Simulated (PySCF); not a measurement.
Runs of PySCF 2.14.0 on Mo. It takes space group Im-3m (No. 229, cubic). The conventional cell has a = 3.168 Å, b = 3.168 Å, c = 3.168 Å, α = 90.00°, β = 90.00°, γ = 90.00°. Around Mo (site symmetry m-3m) lie 8 Mo at 2.74 Å. 

```csv
task,level,band path,conv_tol,max_cycle,gap on the mesh (eV),V0 of scaled cells (Å³/atom),B0 (GPa)
band structure,r2SCAN,"GHNGPH,PN",1e-07 Ha,60,none,-,-
band structure,PBE,"GHNGPH,PN",1e-07 Ha,60,none,-,-
equation of state,PBE,-,-,-,-,15.74,(a)
equation of state,PBEsol,-,-,-,-,15.35,298
```

Alike in all rows: potentials or basis DZVP-MOLOPT-SR/GTH-PBE (potentials made for PBE); no spin polarisation; cell as given; k mesh 6 × 6 × 6; smearing fermi-dirac 0.05 eV; the mesh is coarse, so values aren't converged.

Problem. Estimate the missing entries.

Solution. (a) 268.

Caveats: all runs use coarse meshes; the basis of atomic orbitals isn't converged, which shifts pressures, moduli and gaps; the potentials were made for another functional, which shifts forces and pressure (some runs); meta-GGAs need a finer uniform grid than this (some runs).

A k mesh can miss the band edges, and the runs leave out spin-orbit coupling on Mo.

A gap of «none» marks a metal or a gap under the smearing width.
